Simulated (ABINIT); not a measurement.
# ZnO (zincite) (P6_3mc) in ABINIT: further runs, part 3 of 3

ABINIT 10.8.3 (patched build).

### 4 Single point, PBEsol

Input file run.abi:

```
pp_dirpath "./"
pseudos "Zn.GGA_PBE-JTH.xml, O.GGA_PBE-JTH.xml"

acell 3.249308 3.249308 5.205709 Angstrom
rprim
     1.0000000000     0.0000000000     0.0000000000
    -0.5000000000     0.8660254038     0.0000000000
     0.0000000000     0.0000000000     1.0000000000
ntypat 2
znucl 30 8
natom 4
typat 1 1 2 2
xred
     0.6666666667     0.3333333333     0.0000000000
     0.3333333333     0.6666666667     0.5000000000
     0.3333333333     0.6666666667     0.8790100000
     0.6666666667     0.3333333333     0.3790100000

ecut 28.0
pawecutdg 50.0
pawxcdev 0

kptopt 1
ngkpt 9 9 5
nshiftk 1
shiftk 0.0 0.0 0.0

ixc -116133

nband 22
occopt 3
tsmear 0.00183747

nstep 100
tolvrs 1.0e-9

iomode 3
prtwf 0
prteig 0
prtebands 0
enunit 1
prtden 1
prtvha 1
prtvclmb 1
prtpot 1
```

Potentials or basis: JTH PAW PBE v2.0.

On the command line:

```bash
> abinit run.abi > log 2>&1
```

run.abo:

```text
.Version 10.8.3 of ABINIT
 Symmetries : space group P6_3 m c (#186); Bravais hP (primitive hexag.)
================================================================================
 Values of the parameters that define the memory need of the present run
     intxc =       0    ionmov =       0      iscf =      17    lmnmax =      18
     lnmax =       6     mgfft =      48  mpssoang =       3    mqgrid =    3132
     natom =       4  nloc_mem =       2    nspden =       1   nspinor =       1
    nsppol =       1      nsym =      12    n1xccc =       1    ntypat =       2
    occopt =       3   xclevel =       2
       mpw =        2298          nfft =       43200          nkpt =          36
 PAW method is used; the additional fine FFT grid is defined by:
   mgfftf=        64    nfftf =    102400
================================================================================
================================================================================

--------------------------------------------------------------------------------
------------- Echo of variables that govern the present computation ------------
--------------------------------------------------------------------------------
 -outvars: echo values of preprocessed input variables --------
            acell      6.1403022187E+00  6.1403022187E+00  9.8373643012E+00 Bohr
              amu      6.53900000E+01  1.59994000E+01
             ecut      2.80000000E+01 Hartree
           enunit           1
              ixc     -116133
         kptrlatt        9    0    0      0    9    0      0    0    5
          kptrlen      4.91868215E+01
            natom           4
            nband          22
            ngfft          30      30      48
          ngfftdg          40      40      64
             nkpt          36
            nstep         100
             nsym          12
           ntypat           2
           occopt           3
        pawecutdg      5.00000000E+01 Hartree
         pawxcdev           0
        prtebands           0
           prteig           0
           prtpot           1
         prtvclmb           1
           prtvha           1
            prtwf           0
            rprim      1.0000000000E+00  0.0000000000E+00  0.0000000000E+00
                      -5.0000000000E-01  8.6602540380E-01  0.0000000000E+00
                       0.0000000000E+00  0.0000000000E+00  1.0000000000E+00
          spgroup         186
           tolvrs      1.00000000E-09
           tsmear      1.83747000E-03 Hartree
            typat      1  1  2  2
           useylm           1
           xangst      1.6246540000E+00  9.3799442426E-01  0.0000000000E+00
                       6.5619490340E-17  1.8759888485E+00  2.6028545000E+00
                       6.5619490340E-17  1.8759888485E+00  4.5758702681E+00
                       1.6246540000E+00  9.3799442426E-01  1.9730157681E+00
            xcart      3.0701511094E+00  1.7725525695E+00  0.0000000000E+00
                       1.2400286527E-16  3.5451051389E+00  4.9186821506E+00
                       1.2400286527E-16  3.5451051389E+00  8.6471415944E+00
                       3.0701511094E+00  1.7725525695E+00  3.7284594438E+00
             xred      6.6666666667E-01  3.3333333333E-01  0.0000000000E+00
                       3.3333333333E-01  6.6666666667E-01  5.0000000000E-01
                       3.3333333333E-01  6.6666666667E-01  8.7901000000E-01
                       6.6666666667E-01  3.3333333333E-01  3.7901000000E-01
            znucl       30.00000    8.00000

================================================================================

 chkinp: Checking input parameters for consistency.

================================================================================
== DATASET  1 ==================================================================

--- !DatasetInfo
iteration_state: {dtset: 1, }
dimensions: {natom: 4, nkpt: 36, mband: 22, nsppol: 1, nspinor: 1, nspden: 1, mpw: 2298, }
[... 132 lines left out ...]
       0.333333333333      0.666666666667      0.879010000000
       0.666666666667      0.333333333333      0.379010000000
 rms dE/dt=  7.0312E-03; max dE/dt=  1.1883E-02; dE/dt below (all hartree)
    1       0.000000000000      0.000000000000      0.011882795932
    2       0.000000000000      0.000000000000      0.011882795932
    3      -0.000000000000      0.000000000000     -0.012466859405
    4       0.000000000000      0.000000000000     -0.012466859405

 cartesian coordinates (angstrom) at end:
    1      1.62465400000000     0.93799442425686     0.00000000000000
    2      0.00000000000000     1.87598884851371     2.60285450000000
    3      0.00000000000000     1.87598884851371     4.57587026809000
    4      1.62465400000000     0.93799442425686     1.97301576809000

 cartesian forces (hartree/bohr) at end:
    1      0.00000000000000     0.00000000000000    -0.00123761073553
    2     -0.00000000000000    -0.00000000000000    -0.00123761073553
    3      0.00000000000000     0.00000000000000     0.00123761073553
    4     -0.00000000000000    -0.00000000000000     0.00123761073553
 frms,max,avg= 7.1453489E-04 1.2376107E-03   0.000E+00  0.000E+00  2.969E-05 h/b

 cartesian forces (eV/Angstrom) at end:
    1      0.00000000000000     0.00000000000000    -0.06364050279497
    2     -0.00000000000000    -0.00000000000000    -0.06364050279497
    3      0.00000000000000     0.00000000000000     0.06364050279497
    4     -0.00000000000000    -0.00000000000000     0.06364050279497
 frms,max,avg= 3.6742861E-02 6.3640503E-02   0.000E+00  0.000E+00  1.527E-03 e/A
 length scales=  6.140302218721  6.140302218721  9.837364301173 bohr
              =  3.249308000000  3.249308000000  5.205709000000 angstroms
 Fermi (or HOMO) energy (eV) =   6.33866   Average Vxc (eV)= -10.48680
 Eigenvalues (   eV  ) for nkpt=  36  k points:
 kpt#   1, nband= 22, wtk=  0.00247, kpt=  0.0000  0.0000  0.0000 (reduced coord)
 -12.07681  -11.32409    0.24298    0.24298    0.25997    0.28212    0.43928    0.43928
   1.42717    1.42717    1.64645    1.64645    1.91476    5.13755    5.13755    5.88271
   5.95675    5.95675    6.64082   11.05619   14.09642   18.67504
 prteigrs : prtvol=0 or 1, do not print more k-points.

--- !EnergyTerms
iteration_state     : {dtset: 1, }
comment             : Components of total free energy in Hartree
kinetic             :  2.83600868943270E+01
hartree             :  4.03176520636873E+01
xc                  : -9.25796739598514E+00
Ewald energy        : -1.08873348688041E+02
psp_core            :  2.87758457173554E+00
local_psp           : -1.49026476955878E+02
PAW spherical_terms :  3.47483737587531E+01
internal            : -1.60854095751401E+02
'-kT*entropy'       : -3.65039059517398E-07
total_energy        : -1.60854096116440E+02
total_energy_eV     : -4.37706293867260E+03
...

--- !EnergyTermsDC
iteration_state     : {dtset: 1, }
comment             : '"Double-counting" decomposition of free energy'
band_energy         :  7.24045366799975E-01
Ewald energy        : -1.08873348688041E+02
psp_core            :  2.87758457173554E+00
xc_dc               : -3.77653513634863E+01
PAW spherical_terms : -1.78170140780603E+01
internal            : -1.60854084191052E+02
'-kT*entropy'       : -3.65039059517398E-07
total_energy_dc     : -1.60854084556091E+02
total_energy_dc_eV  : -4.37706262409948E+03
...

--- !EnergyTermsWithPAWCore
iteration_state     : {dtset: 1, }
comment             : 'Components of total free energy, including PAW core contributions'
Total energy        : -3.73941609400366E+03
Total energy DC     : -3.73941608244331E+03
Total energy (eV)   : -1.01754695668371E+05
Total energy DC (eV): -1.01754695353798E+05
...

 Cartesian components of stress tensor (hartree/bohr^3)
  sigma(1 1)=  8.92217569E-05  sigma(3 2)=  0.00000000E+00
  sigma(2 2)=  8.92217566E-05  sigma(3 1)=  0.00000000E+00
  sigma(3 3)=  3.09523282E-05  sigma(2 1)=  0.00000000E+00

-Cartesian components of stress tensor (GPa)         [Pressure= -2.0535E+00 GPa]
- sigma(1 1)=  2.62499472E+00  sigma(3 2)=  0.00000000E+00
- sigma(2 2)=  2.62499471E+00  sigma(3 1)=  0.00000000E+00
- sigma(3 3)=  9.10648935E-01  sigma(2 1)=  0.00000000E+00

== END DATASET(S) ==============================================================
================================================================================

 -outvars: echo values of variables after computation  --------
            acell      6.1403022187E+00  6.1403022187E+00  9.8373643012E+00 Bohr
           etotal     -1.6085408456E+02
            fcart      8.7703996554E-29  5.0635926019E-29 -1.2376107355E-03
                      -2.6311198966E-28 -1.5190777806E-28 -1.2376107355E-03
                       4.3851998277E-28  2.5317963009E-28  1.2376107355E-03
                      -2.6311198966E-28 -1.5190777806E-28  1.2376107355E-03
            rprim      1.0000000000E+00  0.0000000000E+00  0.0000000000E+00
                      -5.0000000000E-01  8.6602540380E-01  0.0000000000E+00
                       0.0000000000E+00  0.0000000000E+00  1.0000000000E+00
           strten      8.9221756940E-05  8.9221756615E-05  3.0952328181E-05
                       0.0000000000E+00  0.0000000000E+00  0.0000000000E+00
           xangst      1.6246540000E+00  9.3799442426E-01  0.0000000000E+00
                       6.5619490340E-17  1.8759888485E+00  2.6028545000E+00
                       6.5619490340E-17  1.8759888485E+00  4.5758702681E+00
                       1.6246540000E+00  9.3799442426E-01  1.9730157681E+00
             xred      6.6666666667E-01  3.3333333333E-01  0.0000000000E+00
                       3.3333333333E-01  6.6666666667E-01  5.0000000000E-01
                       3.3333333333E-01  6.6666666667E-01  8.7901000000E-01
                       6.6666666667E-01  3.3333333333E-01  3.7901000000E-01
 Calculation completed.
```

Run time: 2 min. Hardware: 1 thread of Arm Neoverse V2, shared host; peak memory 0.17 GiB.

Results:

| Quantity | Value |
| --- | --- |
| Free energy | -4377.0626 eV |
| Pressure | -2.1 GPa |
| Largest force | 0.064 eV/Å |
| Band gap on the k mesh | 0.68 eV, direct |
| Valence electrons inside the program's atomic spheres | Zn 10.89; O 4.51 |

Forces on the atoms (eV/Å):
```
Zn   0.000  0.000 -0.064
Zn   0.000  0.000 -0.064
O    0.000  0.000  0.064
O    0.000  0.000  0.064
```

Stress tensor (GPa, compression positive):
```
-2.62  0.00  0.00
 0.00 -2.62  0.00
 0.00  0.00 -0.91
```

Levels at points of the mesh, in eV from the valence-band top:
```csv
k point,band 14,band 15,band 16,band 17,band 18,band 19,band 20,band 21,band 22
"(0.00, 0.00, 0.00)",-0.82,-0.82,-0.07,0.00,0.00,0.68,5.10,8.14,12.72
```

Caveat: the PAW data sets were made with another functional, which shifts forces and pressure a little.

### 5 Single point, RPBE

Changes to run.abi since step 4:

```diff
@@ -27,3 +27,3 @@
 
-ixc -116133
+ixc 15
```

On the command line:

```bash
> abinit run.abi > log 2>&1
```

Run time: 3 min. Hardware: 1 thread of Arm Neoverse V2, shared host; peak memory 0.17 GiB.

Results (log left out):

| Quantity | Value |
| --- | --- |
| Free energy | -4376.4406 eV |
| Pressure | 8.7 GPa |
| Largest force | 0.078 eV/Å |
| Band gap on the k mesh | 0.89 eV, direct |
| Valence electrons inside the program's atomic spheres | Zn 10.88; O 4.55 |

Forces on the atoms (eV/Å):
```
Zn   0.000  0.000 -0.078
Zn   0.000  0.000 -0.078
O    0.000  0.000  0.078
O    0.000  0.000  0.078
```

Stress tensor (GPa, compression positive):
```
8.16 0.00 0.00
0.00 8.16 0.00
0.00 0.00 9.87
```

Levels at points of the mesh, in eV from the valence-band top:
| k point | band 15 | band 16 | band 17 | band 18 | band 19 | band 20 | band 21 | band 22 |
| --- | --- | --- | --- | --- | --- | --- | --- | --- |
| (0.00, 0.00, 0.00) | -0.81 | -0.07 | 0.00 | 0.00 | 0.89 | 5.31 | 8.38 | 12.95 |

Caveat: the PAW data sets were made with another functional, which shifts forces and pressure a little.

### 6 Single point, BLYP

Changes to run.abi since step 5:

```diff
@@ -27,3 +27,3 @@
 
-ixc 15
+ixc -106131
```

Potentials or basis: JTH PAW PBE v2.0.

On the command line:

```bash
> abinit run.abi > log 2>&1
```

Run time: 3.6 min. Hardware: 1 thread of Arm Neoverse V2, shared host; peak memory 0.17 GiB.

Results (log left out):

| Quantity | Value |
| --- | --- |
| Free energy | -4379.0511 eV |
| Pressure | 8.8 GPa |
| Largest force | 0.072 eV/Å |
| Band gap on the k mesh | 0.96 eV, direct |
| Valence electrons inside the program's atomic spheres | Zn 10.90; O 4.56 |

Forces on the atoms (eV/Å):
```
Zn   0.000  0.000 -0.072
Zn   0.000  0.000 -0.072
O    0.000  0.000  0.072
O    0.000  0.000  0.072
```

Stress tensor (GPa, compression positive):
```
 8.12  0.00  0.00
 0.00  8.12  0.00
 0.00  0.00 10.14
```

Levels at points of the mesh, in eV from the valence-band top:
| k point | band 16 | band 17 | band 18 | band 19 | band 20 | band 21 |
| --- | --- | --- | --- | --- | --- | --- |
| (0.00, 0.00, 0.00) | -0.07 | 0.00 | 0.00 | 0.96 | 5.27 | 8.44 |

Caveat: the PAW data sets were made with another functional, which shifts forces and pressure a little.

### 7 Summary

| level | gap on the mesh (eV) | pressure (GPa) | largest force (eV/Å) |
| --- | --- | --- | --- |
| PBE | 0.80 | 4.1 | 0.07 |
| LDA | 0.72 | -7.6 | 0.05 |
| PBEsol | 0.68 | -2.1 | 0.06 |
| RPBE | 0.89 | 8.7 | 0.08 |
| BLYP | 0.96 | 8.8 | 0.07 |

Alike in all rows: task single point; potentials or basis JTH PAW PBE v2.0; no spin polarisation; cell as given; k mesh 9 × 9 × 5; cutoff (eV) 762; smearing fermi-dirac 0.05 eV.

On the cell as given the gap runs from 0.68 eV (PBEsol) to 0.96 eV (BLYP). The pressure there spans -7.6 GPa (LDA) to 8.8 GPa (BLYP); a positive pressure means that this level wants a larger cell, a negative one a smaller.

Caveats: the PAW data sets were made with another functional, which shifts forces and pressure a little (some runs).

Total energies depend on the potentials used, so only differences within one code and one set of settings carry meaning.

### 8 Against experiment

Step 2. Measured gap of ZnO: 3.37 eV (quoted in “Electronic structure of alkaline earth and post-transition metal oxides”, 2009, arxiv:0908.1581). This calculation gives 0.80 eV (-2.57 eV). So large a miss can be the level of theory's own, or it may mean another phase, state or a wrong row. The value is that of PBE, without temperature or zero-point motion. Semilocal functionals fall short of measured gaps as a rule.

Step 3. A measured gap of ZnO is 3.37 eV (quoted in “Electronic structure of alkaline earth and post-transition metal oxides”, 2009, arxiv:0908.1581); the calculated 0.72 eV misses it by -2.65 eV. So large a miss can be the level of theory's own, or it may mean another phase, state or a wrong row. The value is that of LDA, without temperature or zero-point motion. Semilocal functionals fall short of measured gaps as a rule.

Step 4. Against the measured gap of ZnO, 3.37 eV (quoted in “Electronic structure of alkaline earth and post-transition metal oxides”, 2009, arxiv:0908.1581), the calculated 0.68 eV is off by -2.69 eV. So large a miss can be the level of theory's own, or it may mean another phase, state or a wrong row. The value is that of PBEsol, without temperature or zero-point motion. Semilocal functionals fall short of measured gaps as a rule.

Step 5. Against the measured gap of ZnO, 3.37 eV (quoted in “Electronic structure of alkaline earth and post-transition metal oxides”, 2009, arxiv:0908.1581), the calculated 0.89 eV is off by -2.48 eV. So large a miss can be the level of theory's own, or it may mean another phase, state or a wrong row. The value is that of RPBE, without temperature or zero-point motion. Semilocal functionals fall short of measured gaps as a rule.

Step 6. A measured gap of ZnO is 3.37 eV (quoted in “Electronic structure of alkaline earth and post-transition metal oxides”, 2009, arxiv:0908.1581); the calculated 0.96 eV misses it by -2.41 eV. So large a miss can be the level of theory's own, or it may mean another phase, state or a wrong row. The value is that of BLYP, without temperature or zero-point motion. Semilocal functionals fall short of measured gaps as a rule.
